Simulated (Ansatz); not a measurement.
**P: zone-centre modes**

These are results of DFT PBEsol, scalar-relativistic, plane waves, PAW in Ansatz, not measurements. Cutoff 420 eV, Γ-centred 6×6×6 k-points, Gaussian smearing of 0.05 eV. No spin polarisation.

Reference structure (relaxed at this level; this form isn't the usual structure):

```
P
1.0
     4.51650   -3.98590   -0.00966
     4.51650    3.98590   -0.00966
    -0.03342    0.00000    5.29426
P
8
Cartesian
  7.6816 0.0000 1.2413
  1.3180 0.0000 4.0337
  6.4768 0.0000 3.0861
  2.5228 0.0000 2.1888
  5.7727 1.1033 1.3079
  3.2269 1.1033 3.9670
  3.2269 -1.1033 3.9670
  5.7727 -1.1033 1.3079
```

The cell holds molecules and no dispersion correction was added, so their binding is poorly described.

Harmonic modes by finite displacements of 0.02 Å, without the LO–TO term.

At this geometry, is the structure stable against these modes?

Yes: no mode is imaginary beyond 10 cm⁻¹, and only the three translations lie near zero.

List the wavenumbers in cm⁻¹.

0, 0, 0, 35, 37, 46, 56, 59, 72, 76, 85, 89, 338, 348, 348, 359, 441, 443, 450, 451, 452, 458, 588, 593.

Cost: 1 run of about 10 core-minutes, on Arm Neoverse V1 (shared hosts).